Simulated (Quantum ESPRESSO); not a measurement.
ZrB2:

```
CELL_PARAMETERS angstrom
3.17000 0.00000 0.00000
-1.58500 2.74530 0.00000
0.00000 0.00000 3.53300
ATOMIC_POSITIONS crystal
Zr 0.00000 0.00000 0.00000
B 0.66667 0.33333 0.50000
B 0.33333 0.66667 0.50000
```

Base run:

* Program: Quantum ESPRESSO 7.5
* Functional: LDA
* Potentials or basis: GBRV 1.5 LDA
* Cutoff: 612 eV
* Density cutoff: 4898 eV
* k mesh: 10 × 10 × 8
* Occupations: fermi-dirac, width 0.05 eV
* Spin: no spin polarisation

Its results: band gap on the k mesh none (metal or under the smearing width); pressure -8.4 GPa.

Q: The run is repeated on the same cell with these changes: functional from LDA to PBEsol; potentials or basis from GBRV 1.5 LDA to GBRV 1.5 PBEsol. What comes out?

A: Band gap on the k mesh none (metal or under the smearing width); pressure -4.0 GPa.
